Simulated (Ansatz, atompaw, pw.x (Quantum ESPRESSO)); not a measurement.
Equation-of-state test of one PAW (atompaw) potential (vanadium)

- Element: vanadium
- Generator: atompaw 4.2.0.5
- Type: PAW
- Functional: PBE
- Relativity: scalar-relativistic
- Frozen core: [Ne]
- Valence charge: 13
- Reference configuration: 3s2 3p6 3d3 4s2 4p0
- Partial waves: 3s (bound): rc 1.60 bohr; 4s (bound): rc 1.60 bohr; 3p (bound): rc 1.05 bohr; 4p (bound, empty): rc 1.60 bohr; 3d (bound): rc 1.60 bohr; 3d channel at 3.2 Ry: rc 1.60 bohr
- Local potential: troulliermartins scheme with l = 3 at 0 Ry, radius 1.45 bohr
- Core correction: smooth core density matched at 1.55 bohr
- Augmentation charge: sinc compensation charge, radius 1.60 bohr; PAW radius 1.60 bohr; waves and projectors: custom rrkj vanderbiltortho

Crystal test: bcc V in pw.x 7.5, no spin, 15³ k-points, Fermi–Dirac smearing 0.01 Ry, cutoffs 145/900 Ry. The reference is all-electron LAPW (Ansatz 0.2.0) with the same functional, mesh and smearing; V0 and B0 come from Birch–Murnaghan fits to the pressures at five volumes. Errors are pseudo minus all-electron; Δ is the rms difference of the E(V) curves that follow from these fits, minima aligned, over ±6 % about the mean V0. Mesh and smearing are coarse, so the numbers serve the comparison and aren't converged zero-temperature values; the lattice is a test structure that the element need not adopt.

```
V (Å³/atom)  P all-electron (GPa)  P pseudo (GPa)
     12.758                 11.27           10.36
     13.093                  5.78            4.95
     13.429                  0.92            0.16
     13.765                 -3.39           -4.09
     14.100                 -7.21           -7.85
```

All-electron: a0 = 3.000 Å (V0 = 13.50 Å³/atom), B0 = 179.4 GPa.

Pseudopotential: mean pressure error (GPa): -0.76; a0 (Å): 2.996; a0 error (%): -0.14; B0 error (%): +0.2; Δ (meV/atom): 2.2.

Problem. At the middle volume, how do free energy and pressure move when the wave cutoff is lowered (ecutrho held at 900 Ry)?

Solution.

```csv
cutoff (Ry),shift of F (meV/atom),shift of P (GPa)
65,+132.0,-9.08
87,+24.9,+0.01
116,+11.7,-0.40
```

Input at the middle volume:

```
&control
  calculation='scf', prefix='x', pseudo_dir='./', outdir='./tmp', tstress=.true., disk_io='none'
/
&system
  ibrav=0, nat=1, ntyp=1, ecutwfc=145, ecutrho=900, nbnd=14,
  occupations='smearing', smearing='fd', degauss=0.01
/
&electrons
  conv_thr=1e-09, mixing_beta=0.4, electron_maxstep=70
/
ATOMIC_SPECIES
V 1.0 V.UPF
CELL_PARAMETERS angstrom
  -1.49736575 1.49736575 1.49736575
  1.49736575 -1.49736575 1.49736575
  1.49736575 1.49736575 -1.49736575
ATOMIC_POSITIONS crystal
V 0.0000 0.0000 0.0000
K_POINTS automatic
15 15 15 0 0 0
```

```bash
pw.x < V.scf.in > V.scf.out
```

Lines of the output:

```
Message from routine setup:
     using ibrav=0 with symmetry is DISCOURAGED, use correct ibrav instead
     lattice parameter (alat)  =       4.9010  a.u.
     unit-cell volume          =      90.6234 (a.u.)^3
     number of electrons       =        13.00
     number of Kohn-Sham states=           14
     kinetic-energy cutoff     =     145.0000  Ry
     charge density cutoff     =     900.0000  Ry
     scf convergence threshold =      1.0E-09
     Exchange-correlation= SLA PW PBX PBC
     number of k points=   120  Fermi-Dirac smearing, width (Ry)=  0.0100
     iteration #  1     ecut=   145.00 Ry     beta= 0.40
     total energy              =    -214.02259198 Ry
     estimated scf accuracy    <       0.07085369 Ry
     iteration #  2     ecut=   145.00 Ry     beta= 0.40
     total energy              =    -214.03934319 Ry
     estimated scf accuracy    <       0.00112263 Ry
     iteration #  3     ecut=   145.00 Ry     beta= 0.40
     total energy              =    -214.04022127 Ry
     estimated scf accuracy    <       0.00050527 Ry
     iteration #  4     ecut=   145.00 Ry     beta= 0.40
     total energy              =    -214.04025986 Ry
     estimated scf accuracy    <       0.00021570 Ry
     iteration #  5     ecut=   145.00 Ry     beta= 0.40
     total energy              =    -214.04026700 Ry
     estimated scf accuracy    <       0.00000056 Ry
     iteration #  6     ecut=   145.00 Ry     beta= 0.40
     total energy              =    -214.04026872 Ry
     estimated scf accuracy    <       0.00000006 Ry
     iteration #  7     ecut=   145.00 Ry     beta= 0.40
     total energy              =    -214.04026881 Ry
     estimated scf accuracy    <       0.00000010 Ry
     iteration #  8     ecut=   145.00 Ry     beta= 0.40
     total energy              =    -214.04026882 Ry
     estimated scf accuracy    <       0.00000002 Ry
     iteration #  9     ecut=   145.00 Ry     beta= 0.40
     total energy              =    -214.04026883 Ry
     estimated scf accuracy    <          1.4E-09 Ry
     iteration # 10     ecut=   145.00 Ry     beta= 0.40
     the Fermi energy is    16.4235 ev
!    total energy              =    -214.04026883 Ry
     estimated scf accuracy    <          2.8E-10 Ry
     smearing contrib. (-TS)   =      -0.00731083 Ry
     The total energy is F=E-TS. E is the sum of the following terms:
     one-electron contribution =     -43.97316328 Ry
     hartree contribution      =      31.58091813 Ry
     xc contribution           =     -17.38002199 Ry
     ewald contribution        =    -108.67755581 Ry
     one-center paw contrib.   =     -75.58313506 Ry
     convergence has been achieved in  10 iterations
          total   stress  (Ry/bohr**3)                   (kbar)     P=        1.61
     Message from routine punch:
     Nothing written, as per user request (disk_io='none')
```

The run at the middle volume (120 k-points, 10 iterations) took about 45 s on one core of a shared host (Intel(R) Xeon(R) 6975P-C, 192 threads, 378 GiB, load 32).
